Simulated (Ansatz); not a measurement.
We consider rutile GeO₂, described by BLYP in Ansatz (plane waves, PAW).

Numerical settings: plane-wave cutoff 520 eV, 8×8×12 k mesh (along the axes of the cell as run), Fermi–Dirac smearing 0.01 eV, scalar-relativistic PAW data made under PBE.

Computed points:

```json
[
 {"V (Å³/atom)": "9.636", "E − E_lowest (meV/atom)": "9.46"},
 {"V (Å³/atom)": "9.836", "E − E_lowest (meV/atom)": "2.24"},
 {"V (Å³/atom)": "10.037", "E − E_lowest (meV/atom)": "0.00"},
 {"V (Å³/atom)": "10.238", "E − E_lowest (meV/atom)": "2.00"},
 {"V (Å³/atom)": "10.439", "E − E_lowest (meV/atom)": "7.57"}
]
```

Q: Estimate the bulk modulus and its pressure derivative from these points.

A: V0 = 10.037 Å³/atom, B0 = 168 GPa, B′ = 7.3 (fit to the energies at full precision).

Shape and atoms are relaxed at each volume.

Measured, for comparison: bulk modulus 251 GPa (room temperature, no zero-point or thermal correction, from measured elastic constants; as tabulated in Sevik and Bulutay (2007), arXiv:cond-mat/0610176). Computed (rounded) less measured: bulk modulus -33 %.

Note: the bulk modulus comes from volumes at which shape and atoms were relaxed.

The computed numbers hold no vibrational or temperature effects.

Cost on a shared machine: about 4 core-minutes (a rough figure).

Ansatz is a program for electronic structure.
